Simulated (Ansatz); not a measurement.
# Fe: starts and ends of a spin-polarised SCF

Aim: see which self-consistent states Fe reaches from different starts at one fixed geometry, and which of them is lowest. System: Fe, the measured crystal structure (space group Fm-3m, primitive cell doubled); the cell holds 2 atoms. Source: COD entry 9012713.

The COD cell was measured well above room temperature, so it is larger than a cold one.

Program: Ansatz 0.2.0. Level of theory: DFT PBE, PAW, plane waves, scalar-relativistic. These are calculated values, not measurements.

### Step 1. Starting point

Symmetry: Fm-3m, No. 225, cubic system. Conventional cell: a = 3.679 Å, b = 3.679 Å, c = 3.679 Å, α = 90.00°, β = 90.00°, γ = 90.00°. Around Fe (site symmetry m-3m) lie 12 Fe at 2.60 Å.

Coordinates:

```cif
data_structure
_symmetry_space_group_name_H-M 'Fm-3m'
_symmetry_Int_Tables_number 225
_cell_length_a 3.6790
_cell_length_b 3.6790
_cell_length_c 3.6790
_cell_angle_alpha 90.000
_cell_angle_beta 90.000
_cell_angle_gamma 90.000
_cell_volume 49.80
loop_
_atom_site_label
_atom_site_type_symbol
_atom_site_symmetry_multiplicity
_atom_site_Wyckoff_symbol
_atom_site_fract_x
_atom_site_fract_y
_atom_site_fract_z
_atom_site_occupancy
Fe1 Fe 4 a 0.00000 0.00000 0.00000 1
```

Atoms are counted from 1 in the order of input.yaml (Fe2 and so on).

First come: parallel moments, plain SCF; opposed moments +-, plain SCF; no spin polarisation; spin on, no moments given (the program may seed its own), plain SCF. Further starts follow from what these give.

“Plain SCF” means no search for lower states. 

Site moments are integrals over atomic spheres and don't add up to the total.

### Step 2. Parallel moments, plain SCF

input.yaml

```yaml
crystal:
  lattice:
    - [-1.8395, -1.8395, -3.679]
    - [1.8395, -1.8395, 0.0]
    - [-1.8395, -1.8395, 0.0]
  atoms:
    - { symbol: Fe, position: [0.0, 0.0, 0.0], spin: 4.0 }
    - { symbol: Fe, position: [0.5, 0.5, 0.0], spin: 4.0 }
magnetization:
  spin_polarized: true
hamiltonian:
  xc: pbe
  pseudopotentials: { kind: paw }
basis:
  ecutwfc: 420
kpoints:
  mp_grid: { grid: [8, 11, 13] }
scf:
  occupations: { method: fermi_dirac, width: 0.1 }
  lower_state_search: "off"
output:
  forces: true
  stress: true
```

What it wrote, cut to the lines that bear on the results:

```text
Warning: crystal.symmetry: narrowed to the stabiliser of the k-point mesh — unitary ops 32 → 8; excluded 24 operations that carry a point of the 8×11×13 mesh (shift [0, 0, 0]) off the mesh (the run samples exactly the mesh kpoints.mp_grid names, as under crystal.symmetry.detect: false, [...]
Pseudopotentials: kind: paw
Pseudopotential: Fe, paw, valence charge 16, recommended cutoff 420 eV (normal), Fe.paw.azcp
Functional definition: PBE
[...]
Crystal: 2 atoms, lattice volume = 24.898 Å³
Basis set: ecut = 420 eV, 489 PW (Γ), exchange–correlation on 64×36×36 points (8 copies of the dense FFT grid, shifted against one another)
Bands: 24, of which v1, the nominal top of the filled ones, is band 16 counted from 1 (15 counted from 0)
Symmetry: 8 space group operations
k-points: 318 of 1144
[...]
Starting moments: Σ|m| = 8 μB on 2 of 2 sites
[...]
SCF iter   1: F=—  HF=-8960.200317 eV  |F-HF|=—  |Δ(HF+E_count)|=         —  Δρ=9.80e-2 (↑9.80e-2 ↓6.38e-2)  dr2=3.47e-1  dr2_m=1.43e0  M=5.787 μB ∫|m|=5.890 μB  β_m=0.30  ethr=1.08e-3  ⟨swp⟩=1.0  Hψ=74752  notcnv=0
[...]
spin-set hold released at iteration 1 (the charge has settled, or the pull on large starting moments outlasts its swing): the magnetisation degrees of freedom join the quasi-Newton model from the next iteration; the mixer history was flushed
[...]
SCF iter   8: F=-8960.672555 eV  HF=-8960.672555 eV  |F-HF|=1.86e-10  |Δ(HF+E_count)|=   3.88e-7  Δρ=1.78e-5 (↑8.51e-6 ↓1.78e-5)  dr2=2.16e-8  dr2_m=2.80e-8  M=5.214 μB ∫|m|=5.449 μB  ethr=3.13e-10  ⟨swp⟩=3.2  Hψ=57514  notcnv=0
[...]
SCF converged after 8 iterations
Magnetization: 5.2140 μB (18.6070 up, 13.3930 down)
Absolute magnetization: 5.4494 μB (∫|ρ↑−ρ↓|, with the PAW one-centre terms)
Spin contamination: 0.0968 ħ² per cell (⟨S²⟩ above its minimum at these occupations)
Per-site moments (μB) at R_I (Å): [(2.6562026648568327, 1.0730964122939397), (2.656202664856832, 1.0730964122939397)]
Free energy (F): -8960.672555 eV
[...]
E sigma→0 (E₀):  -8960.634152 eV
Entropy (-TS):   -0.076807 eV (-38.403 meV/atom)
Fermi energy:    16.805791 eV
[...]
--- Forces (eV/Å), atoms counted from 1 ---
  atom   1  Fe    -0.00000000    -0.00000000     0.00000000
  atom   2  Fe     0.00000000    -0.00000000    -0.00000000
[...]
--- Stress (GPa, compression-positive) ---
       -5.520132       0.121776       0.001295
        0.121776      -5.520132       0.001295
        0.001354       0.001354      -5.459384
  P = ⅓ Tr σ = -5.4999 GPa (-54.999 kbar)
```

Run time: 5.1 s. Hardware: 2 threads of an x86-64 CPU, shared host; peak memory 0.54 GiB.

The state reached is ferromagnetic, site moments Fe1 2.66, Fe2 2.66 μB, total 5.21 μB per cell, no gap on the k-mesh.

### Step 3. Opposed moments +-, plain SCF

input.yaml, as its differences from that of step 2:

```diff
@@ -7,3 +7,3 @@
     - { symbol: Fe, position: [0.0, 0.0, 0.0], spin: 4.0 }
-    - { symbol: Fe, position: [0.5, 0.5, 0.0], spin: 4.0 }
+    - { symbol: Fe, position: [0.5, 0.5, 0.0], spin: -4.0 }
 magnetization:
```

What it wrote, cut to the lines that bear on the results:

```text
Warning: crystal.symmetry: narrowed to the stabiliser of the k-point mesh — unitary ops 16 → 4; excluded 12 operations that carry a point of the 8×11×13 mesh (shift [0, 0, 0]) off the mesh (the run samples exactly the mesh kpoints.mp_grid names, as under crystal.symmetry.detect: false, [...]
[... 11 lines as in an earlier run ...]
Symmetry: 4 space group operations
[... 5 lines as in an earlier run ...]
Starting moments: Σ|m| = 8 μB on 2 of 2 sites
[... 2 lines as in an earlier run ...]
spin-down is spin-up translated by (0.5, 0.5, 0): one eigenproblem is solved per k-point and the antiferromagnetic symmetry of the starting moments is kept exactly by this SCF (crystal.symmetry.spin_inversion_symmetry: false solves both channels; [...]
SCF iter   1: F=—  HF=-8959.965840 eV  |F-HF|=—  |Δ(HF+E_count)|=         —  Δρ=1.05e-1 (↑1.05e-1 ↓1.05e-1)  dr2=6.54e-1  dr2_m=2.27e0  M=0.000 μB ∫|m|=5.750 μB  β_m=0.30  ethr=2.04e-3  ⟨swp⟩=1.4  Hψ=38273  notcnv=0
[...]
[... 1 line as in an earlier run ...]
[...]
SCF converged after 13 iterations
an eigenvalue changed by more than its tolerance at an iteration that met the thresholds in force, so the SCF went on 2 times, its first undamped step at iteration 11: the last check found none over its tolerance
Magnetization: 0.0000 μB (16.0000 up, 16.0000 down)
Absolute magnetization: 4.2586 μB (∫|ρ↑−ρ↓|, with the PAW one-centre terms)
Spin contamination: 1.6225 ħ² per cell (⟨S²⟩ above its minimum at these occupations)
Per-site moments (μB) at R_I (Å): [(2.070809929612492, 1.0730964122939397), (-2.070809929612492, 1.0730964122939397)]
Free energy (F): -8960.545359 eV
[...]
E sigma→0 (E₀):  -8960.486722 eV
Entropy (-TS):   -0.117275 eV (-58.638 meV/atom)
Fermi energy:    16.935793 eV
[...]
--- Forces (eV/Å), atoms counted from 1 ---
  atom   1  Fe     0.00000000     0.00000000     0.00000000
  atom   2  Fe     0.00000000    -0.00000000     0.00000000
[...]
--- Stress (GPa, compression-positive) ---
      -22.439203      -0.069369      -0.004937
       -0.069369     -22.439203      -0.004937
       -0.004937      -0.004937      -9.877235
  P = ⅓ Tr σ = -18.2519 GPa (-182.519 kbar)
```

It took 5.5 s on 2 threads of an x86-64 CPU, shared host; peak memory 0.52 GiB.

Result: antiferromagnetic (magnetic neighbours of Fe1 with a moment over 0.3 of its own that point the other way: 8 of 12 at 2.60 Å, 0 of 6 at 3.68 Å), site moments Fe1 2.07, Fe2 -2.07 μB, total 0.00 μB per cell, no gap on the k-mesh. Against step 2, the lowest until now, it is 63.6 meV/atom higher.

### Step 4. No spin polarisation

input.yaml, as its differences from that of step 3:

```diff
@@ -6,6 +6,4 @@
   atoms:
-    - { symbol: Fe, position: [0.0, 0.0, 0.0], spin: 4.0 }
-    - { symbol: Fe, position: [0.5, 0.5, 0.0], spin: -4.0 }
-magnetization:
-  spin_polarized: true
+    - { symbol: Fe, position: [0.0, 0.0, 0.0] }
+    - { symbol: Fe, position: [0.5, 0.5, 0.0] }
 hamiltonian:
```

What it wrote, cut to the lines that bear on the results:

```text
[... 11 lines as in an earlier run ...]
Bands: 20, of which v1, the nominal top of the filled ones, is band 16 counted from 1 (15 counted from 0)
[... 5 lines as in an earlier run ...]
[...]
[... 2 lines as in an earlier run ...]
SCF iter   1: F=—  HF=-8960.146623 eV  |F-HF|=—  |Δ(HF+E_count)|=         —  Δρ=2.36e-3  dr2=2.52e-4  ethr=1.77e-3  ⟨swp⟩=4.9  Hψ=51014  notcnv=0  defer=139
[...]
SCF iter   6: F=-8960.147206 eV  HF=-8960.147206 eV  |F-HF|=2.38e-8  |Δ(HF+E_count)|=   2.07e-8  Δρ=1.97e-5  dr2=2.39e-8  ethr=8.68e-11  ⟨swp⟩=2.2  Hψ=24904  notcnv=0
[...]
SCF converged after 6 iterations
Free energy (F): -8960.147206 eV
[...]
E sigma→0 (E₀):  -8960.070727 eV
Entropy (-TS):   -0.152958 eV (-76.479 meV/atom)
Fermi energy:    16.463814 eV
[...]
--- Forces (eV/Å), atoms counted from 1 ---
  atom   1  Fe    -0.00000000    -0.00000000     0.00000000
  atom   2  Fe     0.00000000    -0.00000000     0.00000000
[...]
--- Stress (GPa, compression-positive) ---
      -34.712032       0.056140       0.011577
        0.056140     -34.712032       0.011577
        0.011577       0.011577     -34.725505
  P = ⅓ Tr σ = -34.7165 GPa (-347.165 kbar)
```

Wall time 2.6 s (2 threads of an x86-64 CPU, shared host); peak memory 0.45 GiB.

Result: non-magnetic (no spin polarisation), no gap on the k-mesh. It lies 263 meV/atom above the lowest state so far (step 2).

### Step 5. Spin on, no moments given (the program may seed its own), plain SCF

input.yaml, as its differences from that of step 4:

```diff
@@ -21 +21,3 @@
   stress: true
+magnetization:
+  spin_polarized: true
```

What it wrote, cut to the lines that bear on the results:

```text
[... 1 line as in an earlier run ...]
band count auto-derived: 24 (N_el = 32.0; filled up to band 16; 20 by the electrons, moments and atoms)
[... 19 lines as in an earlier run ...]
SCF iter   1: F=—  HF=-8960.433013 eV  |F-HF|=—  |Δ(HF+E_count)|=         —  Δρ=4.47e-2 (↑4.47e-2 ↓4.47e-2)  dr2=1.22e0  dr2_m=0.00e0  M=0.000 μB ∫|m|=0.000 μB  β_m=0.30  ethr=3.10e-3  ⟨swp⟩=4.5  Hψ=27595  notcnv=0  defer=70
[...]
SCF iter  10: F=-8960.672555 eV  HF=-8960.672555 eV  |F-HF|=3.97e-10  |Δ(HF+E_count)|=   2.63e-8  Δρ=5.49e-6 (↑3.43e-6 ↓5.49e-6)  dr2=6.33e-9  dr2_m=2.22e-9  M=5.214 μB ∫|m|=5.449 μB  ethr=3.13e-10  ⟨swp⟩=4.0  Hψ=43261  notcnv=0
[...]
SCF converged after 10 iterations
Magnetization: 5.2140 μB (18.6070 up, 13.3930 down)
Absolute magnetization: 5.4494 μB (∫|ρ↑−ρ↓|, with the PAW one-centre terms)
Spin contamination: 0.0968 ħ² per cell (⟨S²⟩ above its minimum at these occupations)
Per-site moments (μB) at R_I (Å): [(2.6561778254962087, 1.0730964122939397), (2.6561778254962087, 1.0730964122939397)]
Free energy (F): -8960.672555 eV
[...]
E sigma→0 (E₀):  -8960.634150 eV
Entropy (-TS):   -0.076810 eV (-38.405 meV/atom)
Fermi energy:    16.805772 eV
[... 24 lines left out: energy terms, forces, stress ...]
```

Wall time 5.7 s (2 threads of an x86-64 CPU, shared host); peak memory 0.55 GiB.

This is the state of step 2 again (ferromagnetic), after 10 iterations.

### Step 6. Parallel moments scaled by 0.03, plain SCF

input.yaml, as its differences from that of step 5:

```diff
@@ -6,4 +6,6 @@
   atoms:
-    - { symbol: Fe, position: [0.0, 0.0, 0.0] }
-    - { symbol: Fe, position: [0.5, 0.5, 0.0] }
+    - { symbol: Fe, position: [0.0, 0.0, 0.0], spin: 0.12 }
+    - { symbol: Fe, position: [0.5, 0.5, 0.0], spin: 0.12 }
+magnetization:
+  spin_polarized: true
 hamiltonian:
@@ -21,3 +23 @@
   stress: true
-magnetization:
-  spin_polarized: true
```

What it wrote, cut to the lines that bear on the results:

```text
[... 11 lines as in an earlier run ...]
Bands: 21, of which v1, the nominal top of the filled ones, is band 16 counted from 1 (15 counted from 0)
[... 6 lines as in an earlier run ...]
Starting moments: Σ|m| = 0.24 μB on 2 of 2 sites
[... 2 lines as in an earlier run ...]
SCF iter   1: F=—  HF=-8960.432871 eV  |F-HF|=—  |Δ(HF+E_count)|=         —  Δρ=4.52e-2 (↑4.40e-2 ↓4.52e-2)  dr2=1.22e0  dr2_m=6.30e-4  M=0.228 μB ∫|m|=0.230 μB  β_m=1.00  ethr=3.10e-3  ⟨swp⟩=3.7  Hψ=48235  notcnv=0
[...]
spin-set hold was let go at iteration 30 (at or past its limit, not by a criterion on the site moments or on the charge that they waited for): the magnetisation degrees of freedom join the quasi-Newton model from the next iteration; the mixer history was flushed
[...]
SCF iter  50: F=-8960.672555 eV  HF=-8960.672555 eV  |F-HF|=5.35e-10  |Δ(HF+E_count)|=   1.26e-7  Δρ=5.21e-6 (↑5.21e-6 ↓4.02e-6)  dr2=3.80e-10  dr2_m=4.78e-9  M=5.214 μB ∫|m|=5.449 μB  ethr=2.57e-11  ⟨swp⟩=3.7  Hψ=37497  notcnv=0
[...]
SCF converged after 50 iterations
Magnetization: 5.2140 μB (18.6070 up, 13.3930 down)
Absolute magnetization: 5.4493 μB (∫|ρ↑−ρ↓|, with the PAW one-centre terms)
Spin contamination: 0.0968 ħ² per cell (⟨S²⟩ above its minimum at these occupations)
Per-site moments (μB) at R_I (Å): [(2.6561777160205766, 1.0730964122939397), (2.656177716020576, 1.0730964122939397)]
Free energy (F): -8960.672555 eV
[...]
E sigma→0 (E₀):  -8960.634150 eV
Entropy (-TS):   -0.076810 eV (-38.405 meV/atom)
Fermi energy:    16.805830 eV
[... 24 lines left out: energy terms, forces, stress ...]
```

It took 26 s on 2 threads of an x86-64 CPU, shared host; peak memory 0.52 GiB.

Nothing new: the 50 iterations lead to the state found in step 2 (ferromagnetic).

### Step 7. Moments +- scaled by 1.4, plain SCF

input.yaml, as its differences from that of step 6:

```diff
@@ -6,4 +6,4 @@
   atoms:
-    - { symbol: Fe, position: [0.0, 0.0, 0.0], spin: 0.12 }
-    - { symbol: Fe, position: [0.5, 0.5, 0.0], spin: 0.12 }
+    - { symbol: Fe, position: [0.0, 0.0, 0.0], spin: 5.6 }
+    - { symbol: Fe, position: [0.5, 0.5, 0.0], spin: -5.6 }
 magnetization:
```

What it wrote, cut to the lines that bear on the results:

```text
[... 11 lines as in an earlier run ...]
Bands: 26, of which v1, the nominal top of the filled ones, is band 16 counted from 1 (15 counted from 0)
[... 6 lines as in an earlier run ...]
Starting moments: Σ|m| = 11.2 μB on 2 of 2 sites
[... 3 lines as in an earlier run ...]
[...]
SCF iter   1: F=—  HF=-8957.350000 eV  |F-HF|=—  |Δ(HF+E_count)|=         —  Δρ=2.34e-1 (↑2.34e-1 ↓2.34e-1)  dr2=7.13e-1  dr2_m=1.23e1  M=0.000 μB ∫|m|=6.534 μB  β_m=0.30  ethr=2.23e-3  ⟨swp⟩=1.9  Hψ=42286  notcnv=0
[...]
spin-set hold released at iteration 8 (site moments contracting): the magnetisation degrees of freedom join the quasi-Newton model from the next iteration; the mixer history was flushed
[...]
SCF iter  16: F=-8960.545359 eV  HF=-8960.545359 eV  |F-HF|=1.87e-8  |Δ(HF+E_count)|=   8.39e-8  Δρ=8.07e-6 (↑8.07e-6 ↓8.07e-6)  dr2=2.48e-9  dr2_m=1.31e-8  M=0.000 μB ∫|m|=4.258 μB  ethr=3.13e-10  ⟨swp⟩=3.0  Hψ=28578  notcnv=0
[...]
SCF converged after 16 iterations
Magnetization: 0.0000 μB (16.0000 up, 16.0000 down)
Absolute magnetization: 4.2585 μB (∫|ρ↑−ρ↓|, with the PAW one-centre terms)
Spin contamination: 1.6224 ħ² per cell (⟨S²⟩ above its minimum at these occupations)
Per-site moments (μB) at R_I (Å): [(2.070741599334651, 1.0730964122939397), (-2.070741599334651, 1.0730964122939397)]
Free energy (F): -8960.545359 eV
[...]
E sigma→0 (E₀):  -8960.486720 eV
Entropy (-TS):   -0.117278 eV (-58.639 meV/atom)
Fermi energy:    16.935768 eV
[... 24 lines left out: energy terms, forces, stress ...]
```

It took 5 s on 2 threads of an x86-64 CPU, shared host; peak memory 0.54 GiB.

This is the state of step 3 again (antiferromagnetic), after 16 iterations.

### Step 8. A moment on one site alone, plain SCF

input.yaml, as its differences from that of step 7:

```diff
@@ -6,4 +6,4 @@
   atoms:
-    - { symbol: Fe, position: [0.0, 0.0, 0.0], spin: 5.6 }
-    - { symbol: Fe, position: [0.5, 0.5, 0.0], spin: -5.6 }
+    - { symbol: Fe, position: [0.0, 0.0, 0.0], spin: 4.0 }
+    - { symbol: Fe, position: [0.5, 0.5, 0.0] }
 magnetization:
```

What it wrote, cut to the lines that bear on the results:

```text
[... 11 lines as in an earlier run ...]
Bands: 22, of which v1, the nominal top of the filled ones, is band 16 counted from 1 (15 counted from 0)
[... 6 lines as in an earlier run ...]
Starting moments: Σ|m| = 4 μB on 1 of 2 sites
[... 2 lines as in an earlier run ...]
SCF iter   1: F=—  HF=-8960.386683 eV  |F-HF|=—  |Δ(HF+E_count)|=         —  Δρ=9.92e-2 (↑9.92e-2 ↓4.21e-2)  dr2=4.93e0  dr2_m=3.84e-1  M=3.068 μB ∫|m|=3.467 μB  β_m=0.30  ethr=3.10e-3  ⟨swp⟩=3.9  Hψ=50202  notcnv=0
[...]
spin-set hold released at iteration 10 (the charge has settled, or the pull on large starting moments outlasts its swing): the magnetisation degrees of freedom join the quasi-Newton model from the next iteration; the mixer history was flushed
[...]
SCF iter  29: F=-8960.545359 eV  HF=-8960.545359 eV  |F-HF|=5.97e-8  |Δ(HF+E_count)|=   3.19e-7  Δρ=1.48e-5 (↑1.48e-5 ↓4.39e-6)  dr2=6.46e-8  dr2_m=1.21e-8  M=0.001 μB ∫|m|=4.259 μB  ethr=3.13e-10  ⟨swp⟩=3.1  Hψ=51091  notcnv=0
[...]
SCF converged after 29 iterations
Magnetization: 0.0006 μB (16.0003 up, 15.9997 down)
Absolute magnetization: 4.2588 μB (∫|ρ↑−ρ↓|, with the PAW one-centre terms)
Spin contamination: 1.6226 ħ² per cell (⟨S²⟩ above its minimum at these occupations)
Per-site moments (μB) at R_I (Å): [(2.071160715404193, 1.0730964122939397), (-2.070568370999955, 1.0730964122939397)]
Free energy (F): -8960.545359 eV
[...]
E sigma→0 (E₀):  -8960.486723 eV
Entropy (-TS):   -0.117273 eV (-58.637 meV/atom)
Fermi energy:    16.935821 eV
[... 24 lines left out: energy terms, forces, stress ...]
```

Run time: 12 s. Hardware: 2 threads of an x86-64 CPU, shared host; peak memory 0.53 GiB.

Nothing new: the 29 iterations lead to the state found in step 3 (antiferromagnetic).

### Step 9. Parallel moments, Broyden mixing, no switch to direct minimisation

input.yaml, as its differences from that of step 8:

```diff
@@ -7,3 +7,3 @@
     - { symbol: Fe, position: [0.0, 0.0, 0.0], spin: 4.0 }
-    - { symbol: Fe, position: [0.5, 0.5, 0.0] }
+    - { symbol: Fe, position: [0.5, 0.5, 0.0], spin: 4.0 }
 magnetization:
@@ -20,2 +20,4 @@
   lower_state_search: "off"
+  algorithm: density_mixing
+  mixing: { algorithm: broyden, beta: 0.3 }
 output:
```

What it wrote, cut to the lines that bear on the results:

```text
[... 18 lines as in an earlier run ...]
Starting moments: Σ|m| = 8 μB on 2 of 2 sites
[... 3 lines as in an earlier run ...]
SCF iter   1: F=—  HF=-8960.200317 eV  |F-HF|=—  |Δ(HF+E_count)|=         —  Δρ=9.80e-2 (↑9.80e-2 ↓6.38e-2)  dr2=3.47e-1  dr2_m=1.43e0  M=5.787 μB ∫|m|=5.890 μB  β_m=1.08  ethr=1.08e-3  ⟨swp⟩=1.0  Hψ=74752  notcnv=0
[...]
[... 1 line as in an earlier run ...]
[...]
SCF iter  12: F=-8960.672555 eV  HF=-8960.672555 eV  |F-HF|=7.93e-10  |Δ(HF+E_count)|=   3.34e-7  Δρ=1.76e-6 (↑1.76e-6 ↓1.74e-6)  dr2=3.07e-10  dr2_m=4.54e-10  M=5.214 μB ∫|m|=5.449 μB  ethr=1.54e-10  ⟨swp⟩=3.9  Hψ=43063  notcnv=0
[...]
this state was not tested for a lower state beside it, because the mixer in use, unlike msr1, does not test its closes by its own steps (another_mixer; see scf.mixing.algorithm and scf.lower_state_search)
SCF converged after 12 iterations
Magnetization: 5.2140 μB (18.6070 up, 13.3930 down)
Absolute magnetization: 5.4493 μB (∫|ρ↑−ρ↓|, with the PAW one-centre terms)
Spin contamination: 0.0968 ħ² per cell (⟨S²⟩ above its minimum at these occupations)
Per-site moments (μB) at R_I (Å): [(2.6561576268813822, 1.0730964122939397), (2.656157626881382, 1.0730964122939397)]
Free energy (F): -8960.672555 eV
[...]
E sigma→0 (E₀):  -8960.634149 eV
Entropy (-TS):   -0.076813 eV (-38.406 meV/atom)
Fermi energy:    16.805784 eV
[... 24 lines left out: energy terms, forces, stress ...]
```

Wall time 7.5 s (2 threads of an x86-64 CPU, shared host); peak memory 0.54 GiB.

This is the state of step 2 again (ferromagnetic), after 12 iterations.

### Step 10. The runs side by side

```csv
step,iterations,state,moments of Fe1 Fe2 (μB),total (μB),gap (eV),pressure (GPa),above lowest (meV/atom)
2,8,1,2.66 2.66,5.21,none,-5.5,0.0
3,13,2,2.07 -2.07,0.00,none,-18.3,63.6
4,6,3,0.00 0.00,0.00,none,-34.7,263
5,10,1,2.66 2.66,5.21,none,-5.5,0.0
6,50,1,2.66 2.66,5.21,none,-5.5,0.0
7,16,2,2.07 -2.07,0.00,none,-18.3,63.6
8,29,2,2.07 -2.07,0.00,none,-18.3,63.6
9,12,1,2.66 2.66,5.21,none,-5.5,0.0
```

States are numbered from the lowest. Starts by step: 2 parallel moments, plain SCF; 3 opposed moments +-, plain SCF; 4 no spin polarisation; 5 spin on, no moments given (the program may seed its own), plain SCF; 6 parallel moments scaled by 0.03, plain SCF; 7 moments +- scaled by 1.4, plain SCF; 8 a moment on one site alone, plain SCF; 9 parallel moments, Broyden mixing, no switch to direct minimisation.

The 8 runs of this session took 69 s in all, from 2.6 s to 26 s each.

Decimal logarithm of the largest residual (eV) by iteration, counted through all cycles of a run (7 of the 8 runs):

```csv
iteration,step 2,step 3,step 4,step 5,step 6,step 7,step 9
1,0.2,0.4,-3.6,0.1,0.1,1.1,0.2
2,-0.1,0.2,-3.9,1.3,-0.8,0.9,-1.1
3,-0.4,0.2,-5.1,-1.2,-1.9,0.7,-2.1
4,-2.1,-1.6,-6.7,-1.4,-2.7,0.5,-2.3
5,-2.5,-2.2,-7.6,-1.6,-2.7,0.3,-3.4
10,-,-7.3,-,-8.2,-2.1,-1.3,-6.5
14,-,-,-,-,-1.7,-5.5,-
19,-,-,-,-,-1.7,-,-
23,-,-,-,-,-1.7,-,-
28,-,-,-,-,-1.8,-,-
32,-,-,-,-,-1.0,-,-
37,-,-,-,-,-1.0,-,-
41,-,-,-,-,-1.0,-,-
46,-,-,-,-,-2.5,-,-
50,-,-,-,-,-8.3,-,-
```

### Step 11. What came out

```
                      quantity                                                     value
               distinct states                                   3 from 8 converged runs
lowest state from plain starts                                             ferromagnetic
                   its moments                                     Fe1 2.66, Fe2 2.66 μB
                  total moment                                          5.21 μB per cell
             gap on the k-mesh                                                      none
                      pressure                                                  -5.5 GPa
                 largest force                                                0.000 eV/Å
                    next state                   antiferromagnetic, 63.6 meV/atom higher
                 highest state  non-magnetic (no spin polarisation), 263 meV/atom higher
```

**Reading.** 8 runs converged, to 3 different states. Switching spin polarisation off costs 263 meV/atom in free energy, smearing entropy included. The best antiferromagnetic state lies 63.6 meV/atom above the best ferromagnetic one. A lower state than any found can't be excluded. The mesh has less symmetry than the lattice, which lowers the symmetry of the run.
